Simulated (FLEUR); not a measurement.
# Sb (Im-3m) in FLEUR: convergence with Kmax

Aim: find how far Kmax must go before the results for Sb settle, at PBE. This setting moves, with any that are tied to it; all else stays.

Everything below comes from runs of FLEUR MaX-R8.1 (later development tree). Logs are shortened: lines on timing, memory, paths and dates and some standing lists are left out, and cuts for length are marked.

## 1. The crystal as given

Symmetry: Im-3m, No. 229, cubic system. Conventional cell: a = 3.743 Å, b = 3.743 Å, c = 3.743 Å, α = 90.00°, β = 90.00°, γ = 90.00°. Sb (site symmetry m-3m) is surrounded by 8 Sb at 3.24 Å.

This isn't the form of Sb at room conditions, which is rhombohedral.

## 2. With Kmax 2.6

inp.xml

```xml
<?xml version="1.0" encoding="UTF-8" standalone="no"?>
<fleurInput fleurInputVersion="0.39">
   <comment>
      Sb                                                                                                  
   </comment>
   <calculationSetup>
      <cutoffs Kmax="2.6" Gmax="16.5" GmaxXC="16.5" numbands="0"/>
      <scfLoop itmax="60" minDistance="0.00001" maxIterBroyd="15" imix="Anderson" alpha="0.05" precondParam="0.0" spinf="2.0" sdNocoIR="T"/>
      <coreElectrons ctail="T" frcor="F" kcrel="0" coretail_lmax="0"/>
      <xcFunctional name="pbe" relativisticCorrections="F"/>
      <magnetism jspins="1"/>
      <soc l_soc="F" theta="0.0" phi="0.0" spav="F"/>
      <expertModes spex="0" secvar="F"/>
      <geometryOptimization l_f="T" forcealpha="1.0" forcemix="BFGS" epsdisp="0.0005" epsforce="0.0002"/>
      <ldaU l_linMix="F" mixParam="0.05" spinf="1.0"/>
   </calculationSetup>
   <cell>
      <bzIntegration valenceElectrons="21.0" mode="hist" fermiSmearingEnergy="0.00183747">
         <kPointListSelection listName="default-1"/>
         <!-- k-points included here -->
         <xi:include xmlns:xi="http://www.w3.org/2001/XInclude" href="kpts.xml"> </xi:include>
      </bzIntegration>
      <!-- symmetry operations included here -->
      <xi:include xmlns:xi="http://www.w3.org/2001/XInclude" href="sym.xml"> </xi:include>
      <bulkLattice scale="1.0">
         <bravaisMatrix>
            <row-1>   -3.5363217608732280     3.5363217608732280     3.5363217608732280</row-1>
            <row-2>    3.5363217608732280    -3.5363217608732280     3.5363217608732280</row-2>
            <row-3>    3.5363217608732280     3.5363217608732280    -3.5363217608732280</row-3>
         </bravaisMatrix>
      </bulkLattice>
   </cell>
   <atomSpecies>
      <species name="Antimony (Sb)" element="Sb" atomicNumber="51">
         <mtSphere radius="2.66" gridPoints="879" logIncrement="0.015"/>
         <atomicCutoffs lmax="10" lnonsphr="10"/>
         <electronConfig flipSpins="F">
            <coreConfig>(1s1/2) (2s1/2) (2p1/2) (2p3/2) (3s1/2) (3p1/2) (3p3/2) (4s1/2) (3d3/2) (3d5/2)</coreConfig>
            <valenceConfig>(4p1/2) (4p3/2) (5s1/2) (4d3/2) (4d5/2) (5p1/2) (5p3/2)</valenceConfig>
            <stateOccupation state="(5p1/2)" spinUp="0.500000" spinDown="0.500000"/>
            <stateOccupation state="(5p3/2)" spinUp="1.000000" spinDown="1.000000"/>
         </electronConfig>
         <energyParameters s="5" p="5" d="5" f="4"/>
         <lo type="SCLO" l="1" n="4" eDeriv="0"/>
         <lo type="SCLO" l="1" n="4" eDeriv="1"/>
         <lo type="SCLO" l="2" n="4" eDeriv="0"/>
         <lo type="SCLO" l="2" n="4" eDeriv="1"/>
         <lo type="SCLO" l="0" n="5" eDeriv="2"/>
         <lo type="SCLO" l="3" n="4" eDeriv="2"/>
      </species>
   </atomSpecies>
   <atomGroups>
      <atomGroup species="Antimony (Sb)">
         <relPos label="                   1">.0000000000 .0000000000 .0000000000</relPos>
         <force calculate="T" relaxXYZ="TTT"/>
      </atomGroup>
   </atomGroups>
   <output dos="F" band="F" slice="F">
      <checks vchk="F" cdinf="F"/>
      <bandDOS minEnergy="-.5*Htr" maxEnergy="0.5*Htr" sigma="0.015" storeEVData="T"/>
      <vacuumDOS vacdos="F" integ="F" star="F" nstars="0" locx1="0.0" locy1="0.0" locx2="0.0" locy2="0.0" nstm="0" tworkf="0.0"/>
      <unfoldingBand unfoldBand="F" supercellX="1" supercellY="1" supercellZ="1"/>
      <plotting iplot="0" polar="F">
         <plot TwoD="T" vec1="  1.0  0.0  0.0" vec2="  0.0  1.0  0.0" vec3="  0.0  0.0  1.0" zero="  0.0  0.0  0.0" file="plot"/>
      </plotting>
      <chargeDensitySlicing numkpt="0" minEigenval="0.0" maxEigenval="0.0" nnne="0" pallst="F"/>
      <specialOutput eonly="F"/>
      <moessbauerParams electricFieldGradient="T" isomerShift="T" coreHyperfine="T" valenceHyperfine="T"/>
      <magneticCircularDichroism mcd="F" energyLo="-10.0" energyUp="0.0"/>
   </output>
  <!-- We include the file relax.xml here to enable relaxations (see documentation) -->
  <xi:include xmlns:xi="http://www.w3.org/2001/XInclude" href="relax.xml"> <xi:fallback/> </xi:include>
</fleurInput>
```

crystal.txt

```
Sb
&input cartesian=F /
-1.8713408863  1.8713408863  1.8713408863
1.8713408863  -1.8713408863  1.8713408863
1.8713408863  1.8713408863  -1.8713408863
1.8897261246
1.0 1.0 1.0

1
51 0.0000000000  0.0000000000  0.0000000000

&kpt div1=8 div2=8 div3=8 gamma=T /
```

Potentials or basis: all-electron, FLAPW.

On the command line:

```
$ inpgen -f crystal.txt -profile fastHighL
$ # inp.xml edited to the form shown
$ fleur_MPI
```

Run time: 13 s. Hardware: 1 thread of Arm Neoverse V1, shared host; peak memory 0.07 GiB.

What came out:

```yaml
Free_energy: -176426.7222 eV
Band_gap_on_the_k_mesh: none (metal or under the smearing width)
Valence_electrons_inside_the_program's_atomic_spheres: Sb 19.04 (radii Sb 2.66 bohr)
```

## 3. With Kmax 3

inp.xml, as its differences from that of step 2:

```diff
@@ -6,3 +6,3 @@
    <calculationSetup>
-      <cutoffs Kmax="2.6" Gmax="16.5" GmaxXC="16.5" numbands="0"/>
+      <cutoffs Kmax="3.0" Gmax="16.5" GmaxXC="16.5" numbands="0"/>
       <scfLoop itmax="60" minDistance="0.00001" maxIterBroyd="15" imix="Anderson" alpha="0.05" precondParam="0.0" spinf="2.0" sdNocoIR="T"/>
```

crystal.txt is that of step 2.

Potentials or basis: all-electron, FLAPW.

On the command line:

```
$ inpgen -f crystal.txt -profile fastHighL
$ # inp.xml edited to the form shown
$ fleur_MPI
```

Wall time 14 s (1 thread of Arm Neoverse V1, shared host); peak memory 0.07 GiB.

What came out:

```
Free energy                                           : -176426.9599 eV
Band gap on the k mesh                                : none (metal or under the smearing width)
Valence electrons inside the program's atomic spheres : Sb 19.05 (radii Sb 2.66 bohr)
```

## 4. With Kmax 3.4

inp.xml, as its differences from that of step 3:

```diff
@@ -6,3 +6,3 @@
    <calculationSetup>
-      <cutoffs Kmax="3.0" Gmax="16.5" GmaxXC="16.5" numbands="0"/>
+      <cutoffs Kmax="3.4" Gmax="16.5" GmaxXC="16.5" numbands="0"/>
       <scfLoop itmax="60" minDistance="0.00001" maxIterBroyd="15" imix="Anderson" alpha="0.05" precondParam="0.0" spinf="2.0" sdNocoIR="T"/>
```

crystal.txt is that of step 3.

On the command line:

```
$ inpgen -f crystal.txt -profile fastHighL
$ # inp.xml edited to the form shown
$ fleur_MPI
```

Wall time 16 s (1 thread of Arm Neoverse V1, shared host); peak memory 0.07 GiB.

Results:

* Free energy: -176427.0225 eV
* Band gap on the k mesh: none (metal or under the smearing width)
* Valence electrons inside the program's atomic spheres: Sb 19.05 (radii Sb 2.66 bohr)

## 5. With Kmax 3.8

inp.xml, as its differences from that of step 4:

```diff
@@ -6,3 +6,3 @@
    <calculationSetup>
-      <cutoffs Kmax="3.4" Gmax="16.5" GmaxXC="16.5" numbands="0"/>
+      <cutoffs Kmax="3.8" Gmax="16.5" GmaxXC="16.5" numbands="0"/>
       <scfLoop itmax="60" minDistance="0.00001" maxIterBroyd="15" imix="Anderson" alpha="0.05" precondParam="0.0" spinf="2.0" sdNocoIR="T"/>
```

crystal.txt is that of step 4.

On the command line:

```
$ inpgen -f crystal.txt -profile fastHighL
$ # inp.xml edited to the form shown
$ fleur_MPI
```

It took 17 s on 1 thread of Arm Neoverse V1, shared host; peak memory 0.07 GiB.

Results:

| Property | Result |
| --- | --- |
| Free energy | -176427.0364 eV |
| Band gap on the k mesh | none (metal or under the smearing width) |
| Valence electrons inside the program's atomic spheres | Sb 19.05 (radii Sb 2.66 bohr) |

## 6. With Kmax 4.2

inp.xml, as its differences from that of step 5:

```diff
@@ -6,3 +6,3 @@
    <calculationSetup>
-      <cutoffs Kmax="3.8" Gmax="16.5" GmaxXC="16.5" numbands="0"/>
+      <cutoffs Kmax="4.2" Gmax="16.5" GmaxXC="16.5" numbands="0"/>
       <scfLoop itmax="60" minDistance="0.00001" maxIterBroyd="15" imix="Anderson" alpha="0.05" precondParam="0.0" spinf="2.0" sdNocoIR="T"/>
```

crystal.txt is that of step 5.

Potentials or basis: all-electron, FLAPW.

On the command line:

```
$ inpgen -f crystal.txt -profile fastHighL
$ # inp.xml edited to the form shown
$ fleur_MPI
```

Wall time 19 s (1 thread of Arm Neoverse V1, shared host); peak memory 0.07 GiB.

Results:

```yaml
Free_energy: -176427.0392 eV
Band_gap_on_the_k_mesh: none (metal or under the smearing width)
Valence_electrons_inside_the_program's_atomic_spheres: Sb 19.05 (radii Sb 2.66 bohr)
```

## 7. With Kmax 4.6

inp.xml, as its differences from that of step 6:

```diff
@@ -6,3 +6,3 @@
    <calculationSetup>
-      <cutoffs Kmax="4.2" Gmax="16.5" GmaxXC="16.5" numbands="0"/>
+      <cutoffs Kmax="4.6" Gmax="16.5" GmaxXC="16.5" numbands="0"/>
       <scfLoop itmax="60" minDistance="0.00001" maxIterBroyd="15" imix="Anderson" alpha="0.05" precondParam="0.0" spinf="2.0" sdNocoIR="T"/>
```

crystal.txt is that of step 6.

On the command line:

```
$ inpgen -f crystal.txt -profile fastHighL
$ # inp.xml edited to the form shown
$ fleur_MPI
```

Run time: 26 s. Hardware: 1 thread of Arm Neoverse V1, shared host; peak memory 0.07 GiB.

What came out:

```
Free energy                                           : -176427.0397 eV
Band gap on the k mesh                                : none (metal or under the smearing width)
Valence electrons inside the program's atomic spheres : Sb 19.05 (radii Sb 2.66 bohr)
```

## 8. With Kmax 5

inp.xml, as its differences from that of step 7:

```diff
@@ -6,3 +6,3 @@
    <calculationSetup>
-      <cutoffs Kmax="4.6" Gmax="16.5" GmaxXC="16.5" numbands="0"/>
+      <cutoffs Kmax="5.0" Gmax="16.5" GmaxXC="16.5" numbands="0"/>
       <scfLoop itmax="60" minDistance="0.00001" maxIterBroyd="15" imix="Anderson" alpha="0.05" precondParam="0.0" spinf="2.0" sdNocoIR="T"/>
```

crystal.txt is that of step 7.

On the command line:

```
$ inpgen -f crystal.txt -profile fastHighL
$ # inp.xml edited to the form shown
$ fleur_MPI
```

It took 32 s on 1 thread of Arm Neoverse V1, shared host; peak memory 0.07 GiB.

Results:

```
Free energy                                           : -176427.0398 eV
Band gap on the k mesh                                : none (metal or under the smearing width)
Valence electrons inside the program's atomic spheres : Sb 19.05 (radii Sb 2.66 bohr)
```

## 9. With Kmax 5.5

inp.xml, as its differences from that of step 8:

```diff
@@ -6,3 +6,3 @@
    <calculationSetup>
-      <cutoffs Kmax="5.0" Gmax="16.5" GmaxXC="16.5" numbands="0"/>
+      <cutoffs Kmax="5.5" Gmax="16.5" GmaxXC="16.5" numbands="0"/>
       <scfLoop itmax="60" minDistance="0.00001" maxIterBroyd="15" imix="Anderson" alpha="0.05" precondParam="0.0" spinf="2.0" sdNocoIR="T"/>
```

crystal.txt is that of step 8.

Potentials or basis: all-electron, FLAPW.

On the command line:

```
$ inpgen -f crystal.txt -profile fastHighL
$ # inp.xml edited to the form shown
$ fleur_MPI
```

Output:

```text
Welcome to FLEUR        (www.flapw.de)
      MaX-Release 8.1          (www.max-centre.eu)

 ========== k-point set info ==========
 Selected k-point list: default-1
 k-point list type: mesh
 8 x 8 x 8
 Number of k points: 29

 ------------Calculation Setup---------------------------
 Number of MPI-tasks      :            1
 Number of PE/node        :            1
 Number of OMP-threads    :            1
 Most efficient MPI parallelization for:
           1          29
 Additional eigenvalue parallelization possible
 Number of basis functions:          573
 Approximate size of matrices (H+S) per k-point:         0.005 GB
 --------------------------------------------------------
 Iteration:     1   Distance:       4.75110850 me/bohr^3
 Iteration:     2   Distance:       4.45302697 me/bohr^3
 Iteration:     3   Distance:       1.28883397 me/bohr^3
 Iteration:     4   Distance:       0.12801856 me/bohr^3
 Iteration:     5   Distance:       0.11502795 me/bohr^3
 Iteration:     6   Distance:       0.00719851 me/bohr^3
 Iteration:     7   Distance:       0.00207137 me/bohr^3
 Iteration:     8   Distance:       0.00103131 me/bohr^3
 Iteration:     9   Distance:       0.00007657 me/bohr^3
 Iteration:    10   Distance:       0.00005227 me/bohr^3
 Iteration:    11   Distance:       0.00000243 me/bohr^3

 ********************************************************************
 Run finished successfully
 Stop message:
   Structural relaxation: Done
 ********************************************************************
```

out.xml (last iteration):

```text
<iteration numberForCurrentRun="   12" overallNumber="   12">
         <energyParameters units="Htr">
            <atomicEP atomType="1" spin="1" branch="5s" branchLowest="-4.97" branchHighest="0.55" value="-0.0113889863"/>
            <atomicEP atomType="1" spin="1" branch="5p" branchLowest="-3.24" branchHighest="1.17" value="0.2473054118"/>
            <atomicEP atomType="1" spin="1" branch="5d" branchLowest="-0.71" branchHighest="2.26" value="0.4730637198"/>
            <atomicEP atomType="1" spin="1" branch="4f" branchLowest="-9.99" branchHighest="1.73" value="0.6261233233"/>
            <loAtomicEP atomType="1" spin="1" branch="4p" branchLowest="-27.05" branchHighest="-3.24" value="-3.2482140925"/>
            <loAtomicEP atomType="1" spin="1" branch="4p" branchLowest="-27.05" branchHighest="-3.24" value="-3.2482140925"/>
            <loAtomicEP atomType="1" spin="1" branch="4d" branchLowest="-18.44" branchHighest="-0.71" value="-0.7297874941"/>
            <loAtomicEP atomType="1" spin="1" branch="4d" branchLowest="-18.44" branchHighest="-0.71" value="-0.7297874941"/>
            <loAtomicEP atomType="1" spin="1" branch="5s" branchLowest="-4.97" branchHighest="0.55" value="-0.0113889863"/>
            <loAtomicEP atomType="1" spin="1" branch="4f" branchLowest="-9.99" branchHighest="1.73" value="0.6261241879"/>
         </energyParameters>
         <eigenvalues>
            <eigenvaluesAt spin="1" ikpt="1" k_x="0.00000000" k_y="0.00000000" k_z="0.00000000">
                      -3.2382812034       -3.2382812034       -3.2382812034       -0.7343291555       -0.7343291555
                      -0.7343291555       -0.7315305338       -0.7315305338       -0.1375788786        0.5516288376
                       0.5516288376        0.5516288376        0.7608980210        0.7608980210        0.7608980210
                       0.7730763757        0.7730763757
            </eigenvaluesAt>
            <eigenvaluesAt spin="1" ikpt="2" k_x="0.00000000" k_y="0.00000000" k_z="0.12500000">
                      -3.2382913293       -3.2382855229       -3.2382808359       -0.7344505160       -0.7340962151
                      -0.7336474665       -0.7316710215       -0.7315604271       -0.1252511327        0.4689249891
                       0.5161910630        0.5409084598        0.6844260916        0.6954057959        0.7533635858
                       0.7986305873        0.8151026510
            </eigenvaluesAt>
            <eigenvaluesAt spin="1" ikpt="3" k_x="0.00000000" k_y="0.00000000" k_z="0.25000000">
                      -3.2383157757       -3.2382959517       -3.2382799497       -0.7347433238       -0.7336631744
                      -0.7319910078       -0.7318929936       -0.7316316851       -0.0886614231        0.3298326964
                       0.4602098840        0.5152736628        0.6279340811        0.6450030406        0.7650552137
                       0.8257073092        0.9259568975
            </eigenvaluesAt>
            <eigenvaluesAt spin="1" ikpt="4" k_x="0.00000000" k_y="0.00000000" k_z="0.37500000">
                      -3.2383402221       -3.2383063806       -3.2382790635       -0.7350358724       -0.7335695596
                      -0.7317924189       -0.7317016443       -0.7303191174       -0.0308555749        0.2026655484
                       0.4204367435        0.4918762377        0.5959396739        0.6149775289        0.8110696260
                       0.8672286931        1.0297878397
            </eigenvaluesAt>
         </eigenvalues>
         <bandgap value="0.1769012481" units="eV"/>
         <sumValenceSingleParticleEnergies value="-26.0218341811" units="Htr"/>
         <FermiEnergy value="0.3390349516" units="Htr"/>
         <valenceDensity>
            <mtCharges spin="1">
               <mtCharge atomType="1" total="19.0516648" s="1.4889504" p="7.4909301" d="10.0515385" f="0.0180135"/>
            </mtCharges>
            <spinDependentCharge spin="1" total="21.0000000" interstitial="1.9483352" mtSpheres="19.0516648"/>
            <totalCharge value="21.0000000000"/>
         </valenceDensity>
         <coreStates atomType="     1" atomicNumber=" 51" spin="1" kinEnergy="   6574.7877359581" eigValSum="  -3895.3416889348" lostElectrons=" 0.000023">
            <state n="1" l="0" j="0.5" energy="-1112.4825604901" weight="1.0000000000"/>
            <state n="2" l="0" j="0.5" energy="-168.8181416550" weight="1.0000000000"/>
            <state n="2" l="1" j="0.5" energy="-157.9002183678" weight="1.0000000000"/>
            <state n="2" l="1" j="1.5" energy="-148.6455712801" weight="2.0000000000"/>
            <state n="3" l="0" j="0.5" energy="-32.7002807038" weight="1.0000000000"/>
            <state n="3" l="1" j="0.5" energy="-28.2385383147" weight="1.0000000000"/>
            <state n="3" l="1" j="1.5" energy="-26.5307533071" weight="2.0000000000"/>
            <state n="4" l="0" j="0.5" energy="-4.9671284411" weight="1.0000000000"/>
            <state n="3" l="2" j="1.5" energy="-18.6552179478" weight="2.0000000000"/>
            <state n="3" l="2" j="2.5" energy="-18.3002971416" weight="3.0000000000"/>
         </coreStates>
         <allElectronCharges>
            <spinDependentCharge spin="1" total="51.0000000" interstitial="1.9483577" mtSpheres="49.0516423"/>
            <totalCharge value="50.9999999967"/>
         </allElectronCharges>
         <moessbauerParams unitsHFF="kG" unitsIS="e/bohr^3" unitsEFG="Htr/bohr^2">
            <coreIsomerShift atomType="1" isTotal="212646.86655">
               <shell n="1" l="0" isomerShift="184967.82643"/>
               <shell n="2" l="0" isomerShift="21848.97120"/>
               <shell n="2" l="1" isomerShift="550.51071"/>
               <shell n="3" l="0" isomerShift="4281.77245"/>
               <shell n="3" l="1" isomerShift="116.74441"/>
               <shell n="4" l="0" isomerShift="881.04133"/>
               <shell n="3" l="2" isomerShift="0.00002"/>
            </coreIsomerShift>
            <isomerShift atomType="1" nucleusRadius="0.0001171" averageDensity="212746.25385"/>
            <electricFieldGradient atomType="1" VXX="0.00000" VYY="0.00000" VZZ="0.00000" asymParam="0.00000">
            </electricFieldGradient>
         </moessbauerParams>
         <totalEnergy                                    value="    -6483.5739316038" units="Htr">
            <sumOfEigenvalues                            value="    -3921.3635231159">
               <coreElectrons value="-3895.3416889348"/>
               <valenceElectrons value="-26.0218341811"/>
            </sumOfEigenvalues>
            <densityCoulombPotentialIntegral value="-10539.0466450174"/>
            <densityEffectivePotentialIntegral value="-10761.8964322283"/>
            <chargeDenXCDenIntegral value="-170.7422034247"/>
            <FockExchangeEnergyValence value="0.0000000000"/>
            <FockExchangeEnergyCore value="0.0000000000"/>
            <atomTypeDependentContributions atomType="1">
               <electronNucleiInteractionDifferentMTs value="7857.4276827603"/>
               <MadelungTerm value="-26.4136320225"/>
            </atomTypeDependentContributions>
            <tkbTimesEntropy value="0.0001950416"/>
            <freeEnergy value="-6483.5741266454"/>
            <extrapolationTo0K value="-6483.5740291246"/>
         </totalEnergy>
         <totalForcesOnRepresentativeAtoms units="Htr/bohr">
            <forceTotal atomType="1" x="0.000000" y="0.000000" z="0.000000" F_x="0.00000000" F_y="0.00000000" F_z="0.00000000"/>
         </totalForcesOnRepresentativeAtoms>
      </iteration>
```

Wall time 43 s (1 thread of Arm Neoverse V1, shared host); peak memory 0.07 GiB.

Results:

| Item | Value |
| --- | --- |
| Free energy | -176427.0398 eV |
| Band gap on the k mesh | none (metal or under the smearing width) |
| Valence electrons inside the program's atomic spheres | Sb 19.05 (radii Sb 2.66 bohr) |

## 10. Result

```csv
Kmax,"energy less the tightest run, at zero smearing (meV/atom)",SCF cycles,CPU time (s),peak memory (GiB)
2.6,317.64,12,13,0.07
3,79.92,12,14,0.07
3.4,17.28,12,16,0.07
3.8,3.37,12,17,0.07
4.2,0.57,12,19,0.07
4.6,0.08,12,26,0.07
5,0.01,12,32,0.07
5.5,0.00,12,43,0.07
```

Against the tightest run, the energy stays within 1 meV/atom from 4.2 on. The tightest run that finished is the yardstick and may itself not be fully converged.

Caveats: the cutoff is high for the widest sphere, where the basis turns nearly dependent and energies can drift low.
